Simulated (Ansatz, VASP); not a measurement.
**Ti: VASP beside Ansatz**

```
Ti
1.0
    -1.64788    1.64788    1.64788
     1.64788   -1.64788    1.64788
     1.64788    1.64788   -1.64788
Ti
1
Direct
  0.00000 0.00000 0.00000
```

Alike in both runs: functional r2SCAN; k mesh 13 × 13 × 13; occupations fermi-dirac, width 0.05 eV; collinear spin.

Ansatz relaxed the structure, and its values are those at the end. VASP's run is a single point on that final structure, the one shown.

```csv
,VASP,Ansatz
version,VASP 6.6.1,Ansatz 0.2.0
potentials or method,"VASP PAW PBE potentials, release 64 (Ti_sv)","plane waves (500 eV) with PAW, scalar-relativistic"
plane-wave cutoff (eV),520,500
valence electrons in the cell,12,12
```

|  | VASP | Ansatz | Ansatz less VASP |
| --- | --- | --- | --- |
| pressure (GPa) | -3.8 | 0.0 | +3.78 |
| net moment per atom (μB) | 0.00 | 1.44 | +1.439 |
| size of the moment on the site where the two differ most (μB) | 0.00 | 1.06 | +1.060 |

The net moments differ so much that the two runs ended in different magnetic states, which moves the other rows too. Site moments also hang on the region over which each program counts them.

Caveats: the PAW data sets were made with another functional, which shifts forces and pressure a little (VASP).
